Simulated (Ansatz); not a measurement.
Rock-salt NaBr was calculated with r²SCAN50 (PAW; Ansatz, a first-principles code).

Run with plane-wave cutoff 520 eV, 8×8×8 k mesh, Fermi–Dirac smearing 0.01 eV, scalar-relativistic PAW data made under PBE.

A third-order Birch–Murnaghan fit to the energies gives V0 = 25.868 Å³/atom, B0 = 22.9 GPa, B′ = 4.7.

| V (Å³/atom) | P (GPa) |
|---|---|
| 24.556 | 1.352 |
| 25.202 | (withheld) |
| 25.849 | 0.018 |
| 26.162 | (withheld) |
| 26.495 | (withheld) |
| 27.141 | (withheld) |

Estimate the withheld pressures from this fit; the answers are the runs' own values.


- 25.202, P (GPa): 0.637
- 26.162, P (GPa): -0.251
- 26.495, P (GPa): -0.518
- 27.141, P (GPa): -0.982

The formula P = (3/2) B0 (x^(7/3) − x^(5/3)) [1 + (3/4)(B′ − 4)(x^(2/3) − 1)] with x = V0/V meets the computed pressures within 0.01 GPa when these rounded values are put in.

Measured, for comparison: bulk modulus 22.6 GPa (4 K, zero-point motion not removed; as tabulated in Doll and Stoll (1998), arXiv:cond-mat/9801031); equilibrium volume per atom 26.01 Å³/atom (low temperature, zero-point motion not removed; as tabulated in Doll and Stoll (1998), arXiv:cond-mat/9801031). Computed (rounded) less measured: bulk modulus +1 %, equilibrium volume per atom -0.5 %.

Static lattice: no zero-point or thermal effects.

Cost on a shared machine: around 11 core-minutes (rough).
